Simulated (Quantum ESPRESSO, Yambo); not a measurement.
# KI (Fm-3m): G0W0 with Yambo, start to end, part 2 of 2

Wanted: ground state, empty states, screening and self-energy for KI (Fm-3m).

Quantum ESPRESSO 7.5 and Yambo 5.3.0; PBE and many-body steps on it, plane waves. Known limits of the many-body steps: not at the basis limit; no spin-orbit coupling.

So far. Step 2 (Ground state): The gap is direct, at Γ. Step 3 (Bands along the symmetry lines): The gap is 3.968 eV, as in the run before at this level.

## Step 4: Empty states on the mesh, 4×4×4 mesh, 147 bands

Level of this step: DFT, PBE, plane waves, norm-conserving pseudopotentials (Quantum ESPRESSO).

The sums over transitions need many empty states on a uniform mesh; this step solves for them.

Contents of pw.in:

```
&control
  calculation = 'nscf'
  prefix = 'x'
  outdir = 'o'
  pseudo_dir = 'pseudo'
/
&system
  ibrav = 0
  nat = 2
  ntyp = 2
  ecutwfc = 76.0
  nbnd = 147
  force_symmorphic = .true.
/
&electrons
  conv_thr = 1e-9
  electron_maxstep = 80
  diago_full_acc = .true.
  diago_thr_init = 5e-6
/
ATOMIC_SPECIES
  K 39.098 K.upf
  I 126.9 I.upf
CELL_PARAMETERS angstrom
  0.0000000000 3.5327750000 3.5327750000
  3.5327750000 0.0000000000 3.5327750000
  3.5327750000 3.5327750000 -0.0000000000
ATOMIC_POSITIONS crystal
  K 0.0000000000 0.0000000000 0.0000000000
  I 0.5000000000 0.5000000000 0.5000000000
K_POINTS automatic
  4 4 4 0 0 0
```

Started as:

```
$ OMP_NUM_THREADS=1 mpirun -n 16 pw.x -nk 4 -in pw.in > pw.out
```

The program printed:

```text
[banner, memory and clock lines left out]
Program PWSCF v.7.5 starts

     Atomic positions and unit cell read from directory:
     o/x.save/

     Message from routine setup:
     using ibrav=0 with symmetry is DISCOURAGED, use correct ibrav instead

     bravais-lattice index     =            0
     lattice parameter (alat)  =       9.4413  a.u.
     unit-cell volume          =     595.0789 (a.u.)^3
     number of atoms/cell      =            2
     number of atomic types    =            2
     number of electrons       =        34.00
     number of Kohn-Sham states=          147
     kinetic-energy cutoff     =      76.0000  Ry
     charge density cutoff     =     304.0000  Ry
     Exchange-correlation= PBE
                           (   1   4   3   4   0   0   0)

     celldm(1)=   9.441258  celldm(2)=   0.000000  celldm(3)=   0.000000
     celldm(4)=   0.000000  celldm(5)=   0.000000  celldm(6)=   0.000000

     crystal axes: (cart. coord. in units of alat)
               a(1) = (   0.000000   0.707107   0.707107 )
               a(2) = (   0.707107   0.000000   0.707107 )
               a(3) = (   0.707107   0.707107  -0.000000 )

     reciprocal axes: (cart. coord. in units 2 pi/alat)
               b(1) = ( -0.707107  0.707107  0.707107 )
               b(2) = (  0.707107 -0.707107  0.707107 )
               b(3) = (  0.707107  0.707107 -0.707107 )
     Pseudo is Norm-conserving + core correction, Zval =  9.0
     Generated using ONCVPSP code by D. R. Hamann
     Using radial grid of 2222 points,  6 beta functions with:
     Pseudo is Norm-conserving + core correction, Zval = 25.0
     Generated using ONCVPSP code by D. R. Hamann
     Using radial grid of 1188 points,  8 beta functions with:
     K                 9.00    39.09800     K ( 1.00)
     I                25.00   126.90000     I ( 1.00)

     48 Sym. Ops., with inversion, found

   Cartesian axes

     site n.     atom                  positions (alat units)
         1        K      tau(   1) = (   0.0000000   0.0000000   0.0000000  )
         2        I      tau(   2) = (   0.7071068   0.7071068   0.7071068  )

     number of k points=     8
                       cart. coord. in units 2pi/alat
        k(    1) = (   0.0000000   0.0000000   0.0000000), wk =   0.0312500
        k(    2) = (   0.1767767   0.1767767  -0.1767767), wk =   0.2500000
        k(    3) = (  -0.3535534  -0.3535534   0.3535534), wk =   0.1250000
[...]
k(    7) = (  -0.7071068   0.0000000   0.0000000), wk =   0.0937500
        k(    8) = (  -0.7071068   0.3535534   0.0000000), wk =   0.1875000

     Dense  grid:    53377 G-vectors     FFT dimensions: (  54,  54,  54)

     The potential is recalculated from file :
     o/x.save/charge-density

     Starting wfcs are   18 randomized atomic wfcs +  129 random wfcs

     Band Structure Calculation

     End of band structure calculation

          k = 0.0000 0.0000 0.0000 (  6615 PWs)   bands (ev):

  -170.5834-117.4416-117.4416-117.4416 -39.8303 -39.8303 -39.8214 -39.8214
   -39.8214 -25.6599  -9.1471  -9.1471  -9.1471  -7.6826   2.8348   2.8348
     2.8348   6.8023   9.3581   9.3581   9.3581  10.0787  10.0787  12.6277
    15.5384  15.5384  15.5384  15.8454  15.8454  15.8454  17.8809  17.8809
[...]
[... 7 further rows ...]
[...]
70.8762  71.5903  71.5904

          k = 0.1768 0.1768-0.1768 (  6639 PWs)   bands (ev):

  -170.5835-117.4417-117.4416-117.4416 -39.8367 -39.8367 -39.8293 -39.8256
[...]
[... 7 further rows ...]
[...]
70.6238  70.7768  70.7768

          k =-0.3536-0.3536 0.3536 (  6658 PWs)   bands (ev):

  -170.5835-117.4417-117.4416-117.4416 -39.8399 -39.8399 -39.8381 -39.8284
[...]
41.5888  42.7574  42.7574  43.4954  43.4954  43.5600  43.5600  43.5875
     [... 7 further rows ...]
    68.8451  68.8451  69.9535  69.9830  69.9830  70.1362  71.7432  71.7432
    72.7317  72.7317  73.0523

          k = 0.3536 0.0000 0.0000 (  6643 PWs)   bands (ev):

     [... further k-points ...]

     highest occupied, lowest unoccupied level (ev):     2.8348    6.8023

     XML data file, pseudopotentials, collected wavefunctions
```

Run time: 6.1 s. Hardware: 16 MPI ranks of Intel Xeon 6975P-C (Granite Rapids), shared host; peak memory 1.2 GiB.

This step gave:

```yaml
gap: 3.968 eV
k_of_the_valence_top: 0, 0, 0
k_of_the_conduction_bottom: 0, 0, 0
least_direct_gap: 3.968 eV
k_points_computed: 8
lowest_point_of_the_top_converged_band_above_the_valence_top: 67.9421 eV
```

On this mesh the gap is 3.968 eV.

## Step 5: Conversion and set-up

This step: Yambo 5.3.0; conversion and set-up on PBE, plane waves, norm-conserving pseudopotentials.

The states are converted to the many-body program's format and the q mesh is built.

Started as:

```
$ (cd o/x.save; p2y > p2y.log; mv SAVE ../..); yambo > setup.log
```

The program printed:

```text
 Yambo, version 5.3.0

 [02] CORE Variables Setup
 =========================

  [02.01] Unit cells
  ==================

  Cell kind             :  FCC
  Atoms in the cell     :  K  I
  number of K  atoms    :  1
  number of I  atoms    :  1

  List of atomic masses
  Mass of K     :  39.09800
  Mass of I     :  126.9000

  List of atomic coordinates    : [cc]
  K1       :  0.000000  0.000000  0.000000  order 1
  I1       :  6.675977  6.675977  6.675977  order 2

  Alat factors          :  6.675977  6.675977  6.675977 [a.u.]
  Direct lattice volume :  595.0789 [a.u.]
  Direct lattice vectors:  A[ 1 ]  A[ 2 ]  A[ 3 ]
   A[ 1 ]:  0.000000  1.000000  1.000000  [iru]
   0.000000  6.675977  6.675977  [cc]
   A[ 2 ]:  1.000000  0.000000  1.000000  [iru]
   6.675977  0.000000  6.675977  [cc]
   A[ 3 ]:  1.000000  1.000000 -0.000000  [iru]
   6.675977  6.675977 -0.000000  [cc]

  Recip. lattice volume :  0.416836 [a.u.]
  Recip. lattice vectors:  B[ 1 ]  B[ 2 ]  B[ 3 ]
   B[ 1 ]: -0.500000  0.500000  0.500000  [iku]
  -0.470582  0.470582  0.470582  [cc]
   B[ 2 ]:  0.500000 -0.500000  0.500000  [iku]
   0.470582 -0.470582  0.470582  [cc]
   B[ 3 ]:  0.500000  0.500000 -0.500000  [iku]
   0.470582  0.470582 -0.470582  [cc]

  [02.02] Symmetries
  ==================

  Inversion symmetry    : yes
  Spatial inversion     : yes
  Inversion index       :  25
  K-space Time-reversal : no
  Magnetic symmetries   : no
  Group table correct   : yes
  Symmetries units      :  [cc]

   [S  1]:   1.0000      0.66965E-17  0.66965E-17  0.66965E-17   1.0000     -0.66965E-17 -0.66965E-17 -0.66965E-17   1.0000
   [S  2]:  -1.0000     -0.66965E-17  0.66965E-17 -0.66965E-17  -1.0000     -0.66965E-17  0.66965E-17  0.66965E-17   1.0000
   [S  3]:  -1.0000      0.66965E-17 -0.66965E-17 -0.66965E-17   1.0000      0.66965E-17  0.66965E-17 -0.66965E-17  -1.0000
[...]
[... 36 further rows ...]
   [S 47]:  0.66965E-17   1.0000     -0.66965E-17 -0.66965E-17  0.66965E-17  -1.0000       1.0000     -0.66965E-17  0.66965E-17
   [S 48]:  0.66965E-17  -1.0000      0.66965E-17 -0.66965E-17 -0.66965E-17   1.0000       1.0000      0.66965E-17 -0.66965E-17

  [02.03] Reciprocal space
  ========================

  nG shells         :   461
  nG charge         :   53377
  nG WFs            :   7773
  nC WFs            :   6710
  G-vecs. in first 46 shells:  [ Number ]
     1    9   15   27   51   59   65   89  113
    137   169   181   229   259   283   307   331   339
    387   411   459   531   537   561   609   645   701
[...]
1639
  ...
  Shell energy in first 46 shells:  [ mHa ]
[...]
8414.99      8857.89      9190.06      9300.78      9743.67      10075.8      10629.5      10961.6      11072.4
    11515.3      11847.4      11958.1      12733.2      12843.9      13286.8      13619.0      14172.6      14504.8
    14615.5
  ...

[...]
K/Q-points units:
  rlu = crystal or reduced units; cc = cartesian coordinates; iku = interal k-units

  K [1]          [rlu]:  0.000000  0.000000  0.000000
         WF components:   6615
  K [2]          [rlu]: -0.66843E-18 -0.66843E-18  0.25000
         WF components:   6639
  K [3]          [rlu]:  0.13369E-17  0.13369E-17 -0.50000
         WF components:   6658
  K [4]          [rlu]:  0.20426E-17  0.25000      0.25000
         WF components:   6643
  K [5]          [rlu]:  0.20221E-16  0.25000     -0.50000
         WF components:   6674
  [... 2 further k-points ...]
  K [8]          [rlu]:  0.250000 -0.500000 -0.250000
         WF components:   6652

  [02.05] Energies & Occupations
  ==============================

  [X] === General ===
  [X] Electronic Temperature                        :  0.000000  0.000000 [eV K]
  [X] Bosonic    Temperature                        :  0.000000  0.000000 [eV K]
  [X] Finite Temperature mode                       : no
  [X] El. density                                   :  0.38557E+24 [cm-3]
  [X] Fermi Level                                   :  2.834754 [eV]

  [X] === Gaps and Widths ===
  [X] Conduction Band Min                           :  3.967594 [eV]
  [X] Valence Band Max                              :  0.000000 [eV]
  [X] Filled Bands                                  :  17
  [X] Empty Bands                                   :   18  147
  [X] Direct Gap                                    :  3.967594 [eV]
  [X] Direct Gap localized at k                     :  1
  [X] Indirect Gap                                  :  3.967594 [eV]
  [X] Indirect Gap between kpts                     :  1  1
  [X] Last valence band width                       :  0.596217 [eV]
  [X] 1st conduction band width                     :  2.515618 [eV]

  E @ K [1]:  [eV]
  -173.4182 -120.2763 -120.2763 -120.2763  -42.6651  -42.6651  -42.6561  -42.6561
   -42.6561     -28.4947     -11.9819     -11.9819     -11.9819     -10.5174    -0.395204E-8 -0.297921E-8
   0.000000  3.967594  6.523306  6.523306  6.523306  7.243986  7.243986  9.792993
[...]
occ @ K [1]
[...]
E @ K [2]:  [eV]
[...]
occ @ K [2]
[...]
E @ K [3]:  [eV]
[...]
occ @ K [3]
[...]
E @ K [4]:  [eV]
[...]
occ @ K [4]
[...]
E @ K [5]:  [eV]
[...]
occ @ K [5]
[...]
[... 2 further k-points ...]
  E @ K [8]:  [eV]
[...]
occ @ K [8]
[...]
0.000000  0.000000  0.000000  0.000000  0.000000  0.000000  0.000000  0.000000
   0.000000  0.000000  0.000000  0.000000  0.000000  0.000000  0.000000  0.000000

 [03] Transferred momenta grid and indexing
 ==========================================

 IBZ Q-points                                      :   8
 BZ  Q-points                                      :   64

 K/Q-points units:
 rlu = crystal or reduced units; cc = cartesian coordinates; iku = interal k-units

 Q [1]          [rlu]:  0.000000  0.000000  0.000000
 Q [2]          [rlu]: -0.66843E-18 -0.66843E-18  0.25000
 Q [3]          [rlu]:  0.13369E-17  0.13369E-17 -0.50000
[...]
Q [7]          [rlu]: -0.40852E-17 -0.50000     -0.50000
 Q [8]          [rlu]:  0.250000 -0.500000 -0.250000

  [03.01] X indexes
  =================

   [03.01.01] Sigma indexes
   ========================

 [06] Game Over & Game summary
```

It took 3.4 s on 1 MPI rank; peak memory 0.26 GiB.

## Step 6: Screening and self-energy, 4×4×4 mesh, 147 bands, screening to 149.7 eV

Now the one-shot GW correction: screening in the RPA, then the self-energy of the levels asked for.

This step: G0W0 on PBE, plane waves, norm-conserving pseudopotentials.

Contents of gw1.in:

```
HF_and_locXC
gw0
dyson
ppa
em1d
rim_cut
RandQpts= 1000000
RandGvec= 1 RL
EXXRLvcs= 76 Ry
VXCRLvcs= 304 Ry
Chimod= "HARTREE"
% BndsRnXp
 1 | 147 |
%
NGsBlkXp= 11 Ry
% LongDrXp
 1 | 1 | 1 |
%
% GbndRnge
 1 | 147 |
%
DysSolver= "n"
ExtendOut
PPAPntXp= 27.21138 eV
% QPkrange
 1 | 1 | 16 | 19 |
%
```

Started as:

```
$ OMP_NUM_THREADS=1 mpirun -n 16 yambo -F gw1.in -J gw1 -C gw1 > gw1.log
```

The program printed:

```text
 Yambo, version 5.3.0

 [02] CORE Variables Setup
 =========================

  [... cell, symmetries and grids as in the set-up ...]

  [02.05] Energies & Occupations
  ==============================

  [X] === General ===
  [X] Electronic Temperature                        :  0.000000  0.000000 [eV K]
  [X] Bosonic    Temperature                        :  0.000000  0.000000 [eV K]
  [X] Finite Temperature mode                       : no
  [X] El. density                                   :  0.38557E+24 [cm-3]
  [X] Fermi Level                                   :  2.834754 [eV]

  [X] === Gaps and Widths ===
  [X] Conduction Band Min                           :  3.967594 [eV]
  [X] Valence Band Max                              :  0.000000 [eV]
  [X] Filled Bands                                  :  17
  [X] Empty Bands                                   :   18  147
  [X] Direct Gap                                    :  3.967594 [eV]
  [X] Direct Gap localized at k                     :  1
  [X] Indirect Gap                                  :  3.967594 [eV]
  [X] Indirect Gap between kpts                     :  1  1
  [X] Last valence band width                       :  0.596217 [eV]
  [X] 1st conduction band width                     :  2.515618 [eV]

 [03] Transferred momenta grid and indexing
 ==========================================

 IBZ Q-points                                      :   8
 BZ  Q-points                                      :   64

 K/Q-points units:
 rlu = crystal or reduced units; cc = cartesian coordinates; iku = interal k-units

 Q [1]          [rlu]:  0.000000  0.000000  0.000000
 Q [2]          [rlu]: -0.66843E-18 -0.66843E-18  0.25000
 Q [3]          [rlu]:  0.13369E-17  0.13369E-17 -0.50000
 Q [4]          [rlu]:  0.20426E-17  0.25000      0.25000
 Q [5]          [rlu]:  0.31425E-16  0.25000      0.50000
 Q [6]          [rlu]:  0.13369E-17  0.25000     -0.25000
 Q [7]          [rlu]: -0.40852E-17 -0.50000     -0.50000
 Q [8]          [rlu]:  0.250000 -0.500000 -0.250000

 [04] Coloumb potential Random Integration (RIM)
 ===============================================

  [04.01] RIM initialization
  ==========================

  * Diagonal components only detected *

  8 x (sBL volume)        :  0.052104 [a.u.]
  sBZ random points       :  1000000
  Points outside the sBZ  :   7968281
  RL volume               :  0.416836 [a.u.]
  Integrated volume       :  0.418495 [a.u.]

  [04.02] RIM integrals
  =====================

  Gamma point sphere radius             :  0.067750 [a.u.]
  Points outside the sphere             :   800476
  [Int_sBZ(q=0) 1/q^2]*(Vol_sBZ)^(-1/3) =:  7.776341
                                 should be <:  7.795600

  Summary of Coulomb integrals for non-metallic bands |Q|[au] RIM/Bare

  Q [1] 0.100000E-4 0.997530 * Q [2] 0.203768 1.068480
  Q [4] 0.235291 1.066792 * Q [6] 0.332752 1.029814
  Q [5] 0.390186 1.022655 * Q [3] 0.407536 1.020683
  Q [7] 0.470582 1.017590 * Q [8] 0.526126 1.014612

 [05] Dipoles
 ============

  [05.01] Setup: observables and procedures
  =========================================

 [06] Dynamic Dielectric Matrix (PPA)
 ====================================

 [SLK-Inversion]  Pools        :   4
 [SLK-Inversion]  BLACS grid   :  2  2

 [WR./gw1//ndb.pp]---------------------------------------------------------------
  Brillouin Zone Q/K grids (IBZ/BZ)                :    8   64    8   64
  RL vectors                                       :   7799 [WF]
  Coulomb cutoff potential                         : none
  Electronic Temperature                           :  0.000000 [K]
  Bosonic    Temperature                           :  0.000000 [K]
  PPA    diel. fun.  energies                      : Perdew, Burke & Ernzerhof(X)+Perdew, Burke & Ernzerhof(C)
  wavefunctions                                    : Perdew, Burke & Ernzerhof(X)+Perdew, Burke & Ernzerhof(C)
  Global Gauge                                     : length
  X matrix size                                    :   387
  X band range                                     :    1  147
  X e/h energy range                               : -1.000000 -1.000000 [eV]
  X Time ordering                                  : R
  X Hxc Kernel                                     : HARTREE
  X Drude frequency                                :  0.000000  0.000000
  X poles                                          :  100.0000 [o/o]
  RL vectors in the sum                            :   7799
  [r,Vnl] included                                 : yes
  Field direction                                  :  0.577350E-5  0.577350E-5  0.577350E-5
  BZ energy Double Grid                            : no
  BZ energy DbGd points                            : 0
  BZ Q point size factor                           : -1.000000
  X Optical Averaged directions                    : none

 [07] Local Exchange-Correlation + Non-Local Fock
 ================================================

 [VXC] Plane waves :   53377
 [EXS] Plane waves :   6735

 QP @ state[ 1 ] K range:  1  1
 QP @ state[ 1 ] b range:  16  19

 [xc] Functional : Perdew, Burke & Ernzerhof(X)+Perdew, Burke & Ernzerhof(C)
 [xc] LIBXC used to calculate xc functional
  PP Number of Atomic Species                      :  2
  NLCC RL compoments                               :   53377
  PP Number of Atomic Species                      :  2
  NLCC RL compoments                               :   53377

 [xc] E_xc :  -26.22147 [Ha]
      E_xc :  -52.44295 [Ry]

  Local XC kind (lXC) : Perdew, Burke & Ernzerhof(X)+Perdew, Burke & Ernzerhof(C)
  Non-Local XC kind (nlXC) : Hartree-Fock

  Corrections @ K [1] :  [eV]
 <16|nlXC|16> = -16.25155  0.26209E-17 <16|lXC|16> = -13.18414  0.000000
 <17|nlXC|17> = -16.25154  0.20504E-17 <17|lXC|17> = -13.18414  0.000000
 <18|nlXC|18> = -3.749263 -0.18192E-17 <18|lXC|18> = -7.190470 -0.18882E-15
 <19|nlXC|19> = -3.670814  0.55658E-18 <19|lXC|19> = -7.985021  0.000000

 [08] Dyson equation: Newton solver
 ==================================

  [08.01] G0W0 (W PPA)
  ====================

  [  GW  ] Bands range     :    1  147
  [GW/PPA] G damping       :  0.100000 [eV]

  QP @ state[ 1 ] K range:  1  1
  QP @ state[ 1 ] b range:  16  19

   Sc/G bands                                       :    1  147
   Sc/G damping                                     :  0.100000 ev
   Sc bands terminator                              : no
   Sx RL components                                 :   6735

   QP @ state[ 1 ] K range                          :  1  1
   QP @ state[ 1 ] b range                          :  16  19
   GF energies kind                                 : Perdew, Burke & Ernzerhof(X)+Perdew, Burke & Ernzerhof(C)
   GF WF`s kind                                     : Perdew, Burke & Ernzerhof(X)+Perdew, Burke & Ernzerhof(C)
   Xs energies kind                                 : Perdew, Burke & Ernzerhof(X)+Perdew, Burke & Ernzerhof(C)
   Xs WF`s kind                                     : Perdew, Burke & Ernzerhof(X)+Perdew, Burke & Ernzerhof(C)

 [11] Game Over & Game summary
```

It took 70 s on 16 MPI ranks; peak memory 7.4 GiB.

This step gave:

| Item | Value |
| --- | --- |
| G0W0 gap on the points computed | 6.025 eV |
| starting gap on the mesh | 3.968 eV |
| k of the valence top | 0, 0, 0 |
| k of the conduction bottom | 0, 0, 0 |
| least direct G0W0 gap on the computed points | 6.025 eV |
| Z at the valence top | 0.8264 |
| Z at the conduction bottom | 0.8632 |

The gap on the mesh goes from 3.97 eV to 6.02 eV, a correction of +2.06 eV.

Limits: finite bands, cutoff and mesh; no spin-orbit coupling. v1 is the top filled band, c1 the lowest empty one. Levels before and after the correction, in eV, zero at the valence-band top of each column:

```csv
,conduction bottom,valence top
Kohn-Sham,3.97,0.00
G0W0,6.02,0.00
```

```csv
,level,energy (eV)
Kohn-Sham,Γ v2-v1,0.000
Kohn-Sham,Γ c1,3.968
Kohn-Sham,Γ c2,6.523
G0W0,Γ v2-v1,0.000
G0W0,Γ c1,6.025
G0W0,Γ c2,9.205
```

## Step 7: Where the time went

Times are wall times on the hardware named with each run, good to a factor of about two.

```csv
step,time,share,memory (GiB)
ground state,4.9 s,6 %,1.1
bands along the symmetry lines,4.4 s,5 %,1.3
empty states on the mesh,6.1 s,7 %,1.2
conversion and set-up,3.4 s,4 %,0.26
screening and self-energy,70 s,79 %,7.4
```

## Step 8: Summary of results

| Item | Value |
| --- | --- |
| PBE gap | 3.97 eV, direct |
| G0W0 gap on the mesh | 6.02 eV |
| GW settings | 4×4×4 mesh, 147 bands, screening to 149.7 eV, Godby-Needs plasmon pole |
| known limits | not at the basis limit; no spin-orbit coupling |

G0W0 moves the gap on the mesh from 3.97 eV to 6.02 eV (+2.06 eV), with Z of 0.83 and 0.86 at the edges. Only 1 of the mesh's irreducible points was corrected, so a valley elsewhere could overtake. The dearest step here is «screening and self-energy». Bands and cutoff are finite, so the gap is not at the basis limit. The miss can reach some tenths of an eV and take either sign; the mesh is an error of its own. In the G0W0 run levels were corrected at 1 k point alone, so a gap called «on the mesh» is the least over those, and an edge elsewhere would be missed. The many-body steps are scalar-relativistic: spin-orbit coupling is not in them.

[Paths, hosts, dates, memory and timing lines, banners, echoed tables and standing remarks are left out of the program output.]

[Logs are printed without paths, hosts, clocks, repeated set-up lines and the standing remarks that a program may print on its own settings, such as how far it seeks lower states.]

[Runs of the session that timed out or met a known fault of the program may be left out.]

[Hosts, paths, dates, database ids (printed as entryN), source tags and the programs' standing remarks are cut or masked in the printed files.]
